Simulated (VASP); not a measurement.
# SiC (Moissanite 3C) (F-43m) in VASP: notebook, part 3 of 3

VASP 6.6.1.

## 5. Band structure, HSE03

File POSCAR:

```
SiC
1.0
    0.0000000000      2.1790000000      2.1790000000
    2.1790000000      0.0000000000      2.1790000000
    2.1790000000      2.1790000000      0.0000000000
Si C
1 1
Direct
    0.0000000000      0.0000000000      0.0000000000
    0.7500000000      0.7500000000      0.7500000000
```

File INCAR.step1:

```
SYSTEM = SiC
ALGO = Normal ; EDIFF = 1E-5
ENCUT = 520 ; GGA = PE
ISIF = 2 ; ISMEAR = 0
KPAR = 4 ; LASPH = .TRUE.
LCHARG = .FALSE. ; LREAL = .FALSE.
LWAVE = .TRUE. ; NELM = 100
PREC = Accurate ; SIGMA = 0.02
```

File INCAR.step2:

```
SYSTEM = SiC
ALGO = Normal ; EDIFF = 1E-6
ENCUT = 520 ; GGA = PE
HFSCREEN = 0.3 ; ISIF = 2
ISMEAR = 0 ; ISTART = 1
KPAR = 4 ; LASPH = .TRUE.
LCHARG = .FALSE. ; LHFCALC = .TRUE.
LREAL = .FALSE. ; LWAVE = .FALSE.
NELM = 100 ; PREC = Accurate
PRECFOCK = Fast ; SIGMA = 0.02
```

File KPOINTS:

```
k-points
0
G
  8 8 8
  0 0 0
```

File KPOINTS_OPT:

```
path GXWKGLUWLK,UX
10
line-mode
reciprocal
 0.0000000000  0.0000000000  0.0000000000  G
 0.5000000000  0.0000000000  0.5000000000  X

 0.5000000000  0.0000000000  0.5000000000  X
 0.5000000000  0.2500000000  0.7500000000  W

 0.5000000000  0.2500000000  0.7500000000  W
 0.3750000000  0.3750000000  0.7500000000  K

 0.3750000000  0.3750000000  0.7500000000  K
 0.0000000000  0.0000000000  0.0000000000  G

 0.0000000000  0.0000000000  0.0000000000  G
 0.5000000000  0.5000000000  0.5000000000  L

 0.5000000000  0.5000000000  0.5000000000  L
 0.6250000000  0.2500000000  0.6250000000  U

 0.6250000000  0.2500000000  0.6250000000  U
 0.5000000000  0.2500000000  0.7500000000  W

 0.5000000000  0.2500000000  0.7500000000  W
 0.5000000000  0.5000000000  0.5000000000  L

 0.5000000000  0.5000000000  0.5000000000  L
 0.3750000000  0.3750000000  0.7500000000  K

 0.6250000000  0.2500000000  0.6250000000  U
 0.5000000000  0.0000000000  0.5000000000  X
```

Potentials or basis: VASP PAW PBE potentials, release 64 (Si, C).

Started as:

```console
> cat potpaw_PBE.64/Si/POTCAR potpaw_PBE.64/C/POTCAR > POTCAR
> cp INCAR.step1 INCAR
> mpirun -np 4 vasp_std > vasp.out
> cp INCAR.step2 INCAR
> mpirun -np 4 vasp_std > vasp.out
```

OUTCAR:

```text
SYSTEM = SiC
   EDIFF = 1E-6
   ENCUT = 520
   GGA = PE
   HFSCREEN = 0.3
   ISIF = 2
   ISMEAR = 0
   ISTART = 1
   LASPH = .TRUE.
   LHFCALC = .TRUE.
   LREAL = .FALSE.
   NELM = 100
   PREC = Accurate
   PRECFOCK = Fast

 ion  position               nearest neighbor table
   1  0.000  0.000  0.000-   2 1.89   2 1.89   2 1.89   2 1.89
   2  0.750  0.750  0.750-   1 1.89   1 1.89   1 1.89   1 1.89

  LATTYP: Found a face centered cubic cell.
 ALAT       =     4.3580000000

  Lattice vectors:

 A1 = (   0.0000000000,   2.1790000000,   2.1790000000)
 A2 = (   2.1790000000,   0.0000000000,   2.1790000000)
 A3 = (   2.1790000000,   2.1790000000,   0.0000000000)

Analysis of symmetry for initial positions (statically):
=====================================================================
 Subroutine PRICEL returns:
 Original cell was already a primitive cell.

 Routine SETGRP: Setting up the symmetry group for a
 face centered cubic supercell.

 Subroutine GETGRP returns: Found 24 space group operations
 (whereof 24 operations were pure point group operations)
 out of a pool of 48 trial point group operations.

The static configuration has the point symmetry T_d .

Analysis of symmetry for dynamics (positions and initial velocities):
=====================================================================
 Subroutine PRICEL returns:
 Original cell was already a primitive cell.

 Routine SETGRP: Setting up the symmetry group for a
 face centered cubic supercell.

 Subroutine GETGRP returns: Found 24 space group operations
 (whereof 24 operations were pure point group operations)
 out of a pool of 48 trial point group operations.

The dynamic configuration has the point symmetry T_d .

 Subroutine INISYM returns: Found 24 space group operations
 (whereof 24 operations are pure point group operations),
 and found     1 'primitive' translations

----------------------------------------------------------------------------------------

                                     Primitive cell

  volume of cell :      20.6920

  direct lattice vectors                    reciprocal lattice vectors
     0.000000000  2.179000000  2.179000000    -0.229463056  0.229463056  0.229463056
     2.179000000  0.000000000  2.179000000     0.229463056 -0.229463056  0.229463056
     2.179000000  2.179000000  0.000000000     0.229463056  0.229463056 -0.229463056

  length of vectors
     3.081571352  3.081571352  3.081571352     0.397441672  0.397441672  0.397441672

  position of ions in fractional coordinates (direct lattice)
     0.000000000  0.000000000  0.000000000
     0.750000000  0.750000000  0.750000000

  ion indices of the primitive-cell ions
   primitive index   ion index
                 1           1
                 2           2

----------------------------------------------------------------------------------------

 KPOINTS: k-points

Automatic generation of k-mesh.
 Grid dimensions read from file:
 generate k-points for:    8    8    8

 Generating k-lattice:

  Cartesian coordinates                     Fractional coordinates (reciprocal lattice)
    -0.028682882  0.028682882  0.028682882     0.125000000  0.000000000  0.000000000
[... 43 lines left out ...]
   total plane-waves  NPLWV =  13824
   dimension x,y,z NGX =    24 NGY =   24 NGZ =   24
   dimension x,y,z NGXF=    48 NGYF=   48 NGZF=   48
   ions per type =               1   1
   NGX,Y,Z   is equivalent  to a cutoff of  12.95, 12.95, 12.95 a.u.
   NGXF,Y,Z  is equivalent  to a cutoff of  25.90, 25.90, 25.90 a.u.
 SYSTEM =  SiC
   PREC   = accura    normal or accurate (medium, high low for compatibility)
   ISTART =      1    job   : 0-new  1-cont  2-samecut
   ICHARG =      0    charge: 1-file 2-atom 10-const
   ISPIN  =      1    spin polarized calculation?
   LNONCOLLINEAR =      F non collinear calculations
   LSORBIT =      F    spin-orbit coupling
   LASPH  =      T    aspherical Exc in radial PAW
   ENCUT  =  520.0 eV  38.22 Ry    6.18 a.u.   5.73  5.73  5.73*2*pi/ulx,y,z
   NELM   =    100;   NELMIN=  2; NELMDL=  0     # of ELM steps
   EDIFF  = 0.1E-05   stopping-criterion for ELM
   LREAL  =      F    real-space projection
   EDIFFG = 0.1E-04   stopping-criterion for IOM
   NSW    =      0    number of steps for IOM
   IBRION =     -1    ionic relax: 0-MD 1-quasi-New 2-CG
   NFREE  =      0    steps in history (QN), initial steepest desc. (CG)
   ISIF   =      2    stress and relaxation
   ISYM   =      3    0-nonsym 1-usesym 2-fastsym
   POTIM  = 0.5000    time-step for ionic-motion
   TEBEG  =    0.0;   TEEND  =   0.0 temperature during run
   PSTRESS=    0.0 pullay stress
   NELECT =       8.0000    total number of electrons
   NUPDOWN=      -1.0000    fix difference up-down
   EMIN   =  10.00;   EMAX   =-10.00  energy-range for DOS
   EFERMI =   0.00;   METHOD = LEGACY
   ISMEAR =     0;   SIGMA  =   0.02  broadening in eV -4-tet -1-fermi 0-gaus
   EFERMI_NEDOS =   21; number of points for ismear=-14 and -15
   IALGO  =     38    algorithm
   IMIX   =      1    mixing-type and parameters
     AMIX     =   0.40;   BMIX     =  1.00
     AMIX_MAG =   1.60;   BMIX_MAG =  1.00
  volume/ion in A,a.u.               =      10.35        69.82
  Fermi-wavevector in a.u.,A,eV,Ry     =   1.192626  2.253736 19.352338  1.422357
  Thomas-Fermi vector in A             =   2.328660
   LORBIT       =      0    0 simple, 1 ext, 2 COOP (PROOUT), +10 PAW based schemes
   GGA     = PE    functional components
   LHFCALC =     T    Hartree Fock is set to
   PRECFOCK=fast      Normal, Fast or Accurate (Low or Medium for compatibility)
   ENCUT4O =  -1.0   cutoff for four orbital integrals eV
   NKREDX  =     1    reduce k-point grid by
   NKREDY  =     1    reduce k-point grid by
   NKREDZ  =     1    reduce k-point grid by
   AEXX    =    0.2500 exact exchange contribution
   HFSCREEN=    0.3000 screening length (either q_TF or 0.3 A-1)
   HFSCREENC=   0.3000 screening length for correlation (either q_TF or 0.3 A-1)
   ENCUTFOCK=  -1.0 apply spherical cutoff to Coloumb kernel
   IVDW    =     0    specifies the selected vdW correction
   LEPSILON=     F    determine dielectric tensor
   LRPA    =     F    only Hartree local field effects (RPA)
 non-spin polarized calculation
 Gauss-broadening in eV      SIGMA  =   0.02
  energy-cutoff  :      520.00
  volume of cell :       20.69
 maximum number of plane-waves:       568
  NGX = 14; NGY = 14; NGZ = 14

 number of electron       8.0000001 magnetization

 Free energy of the ion-electron system (eV)
  ---------------------------------------------------
  ext. energy  EPLUGINS =         0.00000000
  ---------------------------------------------------
  free energy    TOTEN  =       -17.01666149 eV

  energy without entropy =      -17.01666149  energy(sigma->0) =      -17.01666149

 E-fermi :   7.7377     XC(G=0):  -9.5037

 val. band max:        7.6144381118   @ k =   0.0000   0.0000   0.0000
 cond. band min:       9.6474658836   @ k =   0.5000   0.5000   0.0000
 fundamental gap:      2.0330277718
 Fermi energy:         7.7377033944

 k-point     1 :       0.0000    0.0000    0.0000
  band No.  band energies     occupation
      1      -9.2840      2.00000
      2       7.6144      2.00000
      3       7.6144      2.00000
      4       7.6144      2.00000
      5      14.9127      0.00000
      6      15.9611      0.00000
      7      15.9611      0.00000
      8      15.9611      0.00000
[... 243 lines left out ...]
 k-point    24 :      -0.3750    0.2500    0.1250
  band No.  band energies     occupation
      1      -4.7476      2.00000
      2      -0.8752      2.00000
      3       3.6057      2.00000
      4       5.1825      2.00000
      5      13.7685      0.00000
      6      15.9219      0.00000
      7      19.0339      0.00000
      8      19.9598      0.00000

 [... further k-points ...]

------------------------ aborting loop because EDIFF is reached ----------------------------------------

  FORCE on cell =-STRESS in cart. coord.  units (eV):
  Direction    XX          YY          ZZ          XY          YZ          ZX
  --------------------------------------------------------------------------------------
  -------------------------------------------------------------------------------------
  Total       -0.1876501     -0.1876501     -0.1876501     -0.0000000     -0.0000000     -0.0000000
  in kB      -14.5297339    -14.5297339    -14.5297339     -0.0000000     -0.0000000     -0.0000000
  external PRESSURE =     -14.5297339 kB  Pullay stress =       0.0000000 kB

 VOLUME and BASIS-vectors are now :
 -----------------------------------------------------------------------------
  energy-cutoff  :      520.00
  volume of cell :       20.69
      direct lattice vectors                 reciprocal lattice vectors
     0.000000000  2.179000000  2.179000000    -0.229463056  0.229463056  0.229463056
     2.179000000  0.000000000  2.179000000     0.229463056 -0.229463056  0.229463056
     2.179000000  2.179000000  0.000000000     0.229463056  0.229463056 -0.229463056

 POSITION                                       TOTAL-FORCE (eV/Angst)
 -----------------------------------------------------------------------------------
      0.00000      0.00000      0.00000        -0.000000     -0.000000     -0.000000
      3.26850      3.26850      3.26850         0.000000      0.000000      0.000000
 -----------------------------------------------------------------------------------
    total drift:                               -0.000001      0.000000     -0.000000

  FREE ENERGIE OF THE ION-ELECTRON SYSTEM (eV)
  ---------------------------------------------------
  free  energy   TOTEN  =       -17.0166614858 eV

  energy  without entropy=      -17.0166614858  energy(sigma->0) =      -17.01666149
```

Wall time 5.7 min (4 MPI ranks of AMD EPYC 9R45 (Zen 5), shared host); peak memory 0.27 GiB.

Results:

```yaml
Free_energy: -17.0167 eV
Pressure: -1.5 GPa
Band_gap_on_the_k_mesh: 2.03 eV, indirect (least direct gap 5.51 eV)
Band_gap_along_the_path: 2.03 eV, indirect (least direct gap 5.51 eV)
```

Levels at the corners of the path, in eV from the valence-band top:
```csv
point,band 1,band 2,band 3,band 4,band 5,band 6,band 7,band 8
Γ,-16.90,0.00,0.00,0.00,7.30,8.35,8.35,8.35
X,-11.50,-8.47,-3.47,-3.47,2.03,5.15,15.65,15.76
X,-11.50,-8.47,-3.47,-3.47,2.03,5.15,15.65,15.67
W,-11.27,-7.62,-5.39,-5.01,6.10,10.65,10.77,10.80
W,-11.27,-7.62,-5.39,-5.01,6.10,10.65,10.77,10.80
K,-11.51,-7.89,-5.97,-2.82,3.88,8.83,13.25,13.93
K,-11.51,-7.89,-5.97,-2.82,3.88,8.83,13.25,13.93
Γ,-16.90,0.00,0.00,0.00,7.30,8.35,8.35,8.35
Γ,-16.90,0.00,0.00,0.00,7.30,8.35,8.35,8.35
L,-13.06,-9.27,-1.15,-1.15,6.40,8.24,8.24,11.30
L,-13.06,-9.27,-1.15,-1.15,6.40,8.24,8.24,11.30
U,-11.51,-7.89,-5.97,-2.82,3.88,8.83,13.25,13.92
U,-11.51,-7.89,-5.97,-2.82,3.88,8.83,13.25,13.93
W,-11.27,-7.62,-5.39,-5.01,6.10,10.65,10.77,10.80
W,-11.27,-7.62,-5.39,-5.01,6.10,10.65,10.77,10.80
L,-13.06,-9.27,-1.15,-1.15,6.40,8.24,8.24,11.30
L,-13.06,-9.27,-1.15,-1.15,6.40,8.24,8.24,11.30
K,-11.51,-7.89,-5.97,-2.82,3.88,8.83,13.25,13.93
U,-11.51,-7.89,-5.97,-2.82,3.88,8.83,13.25,13.94
X,-11.50,-8.47,-3.47,-3.47,2.03,5.15,15.65,15.69
```

Caveat: the PAW data sets were made with another functional, which shifts forces and pressure a little.

## 6. For comparison

An earlier run on the cell as given: functional PBE; potentials or basis VASP PAW PBE potentials, release 64 (Si, C); cutoff 520 eV; k mesh 10 × 10 × 10; occupations fermi-dirac, width 0.05 eV; no spin polarisation.

- Pressure: 3.2 GPa
- Band gap on the k mesh: 1.36 eV, indirect (least direct gap 4.54 eV)

## 7. Overview

| task | level | potentials or basis | k mesh | cutoff (eV) | smearing | ladder | grid for exact exchange (PRECFOCK) | screening parameter | gap on the mesh (eV) | pressure (GPa) |
| --- | --- | --- | --- | --- | --- | --- | --- | --- | --- | --- |
| band structure | PBE | VASP PAW PBE potentials, release 54 (Si, C) | 10 × 10 × 10 | 520 | fermi-dirac 0.05 eV | - | - | - | 1.36 | 3.2 |
| band structure | PBE | VASP PAW PBE potentials, release 54 (Si, C) | 10 × 10 × 10 | 500 | fermi-dirac 0.05 eV | - | - | - | 1.36 | 3.2 |
| band structure | HSE06 | VASP PAW PBE potentials, release 64 (Si, C) | 8 × 8 × 8 | 520 | gaussian 0.02 eV | gaps | Fast | 0.2 1/A | 2.25 | -1.8 |
| band structure | HSE03 | VASP PAW PBE potentials, release 64 (Si, C) | 8 × 8 × 8 | 520 | gaussian 0.02 eV | gaps | Fast | - | 2.03 | -1.5 |
| single point | PBE | VASP PAW PBE potentials, release 64 (Si, C) | 10 × 10 × 10 | 520 | fermi-dirac 0.05 eV | - | - | - | 1.36 | 3.2 |

Alike in all rows: no spin polarisation; cell as given.

Caveats: the PAW data sets were made with another functional, which shifts forces and pressure a little (some runs).

Total energies depend on the potentials used, so only differences within one code and one set of settings carry meaning.

## 8. How close it comes

Step 2. Against the measured gap of SiC, 2.4 eV (indirect; quoted in “Insight into the structural, elastic and electronic properties of a new orthorhombic 6O-SiC polytype”, 2020, pmc:7200658), the calculated 1.36 eV is off by -1.04 eV. The value is that of PBE, without temperature or zero-point motion. Semilocal functionals fall short of measured gaps as a rule.

Step 3. A measured gap of SiC is 2.4 eV (indirect; quoted in “Insight into the structural, elastic and electronic properties of a new orthorhombic 6O-SiC polytype”, 2020, pmc:7200658); the calculated 1.36 eV misses it by -1.04 eV. The value is that of PBE, without temperature or zero-point motion. Semilocal functionals fall short of measured gaps as a rule.

Step 4. Measured gap of SiC: 2.4 eV (indirect; quoted in “Insight into the structural, elastic and electronic properties of a new orthorhombic 6O-SiC polytype”, 2020, pmc:7200658). This calculation gives 2.25 eV (-0.15 eV). The value is that of HSE06, without temperature or zero-point motion.

Step 5. Measured gap of SiC: 2.4 eV (indirect; quoted in “Insight into the structural, elastic and electronic properties of a new orthorhombic 6O-SiC polytype”, 2020, pmc:7200658). This calculation gives 2.03 eV (-0.37 eV). The value is that of HSE03, without temperature or zero-point motion.
